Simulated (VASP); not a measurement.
Here is a VASP 6.6.1 calculation.

INCAR

```
ALGO = Fast ; EDIFF = 1E-7
EDIFFG = -0.01 ; ENCUT = 600
GGA = PS ; IBRION = 2
ISIF = 2 ; ISMEAR = 0
LASPH = True ; LCHARG = False
LREAL = False ; LWAVE = False
NELM = 80 ; NSW = 40
PREC = Accurate ; SIGMA = 0.03
```

File KPOINTS:

```
k-points
0
Gamma
  10 10 10
```

POSCAR

```
SiC                                     
1.0
    0.0000000000      2.1790000000      2.1790000000
    2.1790000000      0.0000000000      2.1790000000
    2.1790000000      2.1790000000      0.0000000000
  Si              C             
     1     1
Direct
     0.0000000000000000    0.0000000000000000    0.0000000000000000
     0.2500000000000000    0.2500000000000000    0.2500000000000000
```

Potentials or basis: VASP PAW PBE potentials, release 64 (Si, C).

Launch:

```sh
$ cat potpaw_PBE.64/Si/POTCAR potpaw_PBE.64/C/POTCAR > POTCAR
$ mpirun -np 1 vasp_std > vasp.out
```

Task: Predict the band gap on the k mesh.

Result: 1.23 eV, indirect (least direct gap 4.44 eV).

Final structure:
```yaml
crystal:
  lattice:
    - [0.00000, 2.17900, 2.17900]
    - [2.17900, 0.00000, 2.17900]
    - [2.17900, 2.17900, 0.00000]
  atoms:
    - { symbol: Si, position: [0.00000, 0.00000, 0.00000] }
    - { symbol: C, position: [0.25000, 0.25000, 0.25000] }
```

Caveat: the relaxation stopped at its first step, so nothing moved.

**Measured values to compare with.**

“Insight into the structural, elastic and electronic properties of a new orthorhombic 6O-SiC polytype”, 2020, pmc:7200658 quotes, for a bulk crystal of SiC: band gap 2.4 eV (indirect).

Against the measured gap of SiC, 2.4 eV (indirect; quoted in “Insight into the structural, elastic and electronic properties of a new orthorhombic 6O-SiC polytype”, 2020, pmc:7200658), the calculated 1.23 eV is off by -1.17 eV. The value is that of PBEsol on a finite k mesh, which can miss the band edges, without temperature or zero-point motion. Semilocal functionals fall short of measured gaps as a rule.
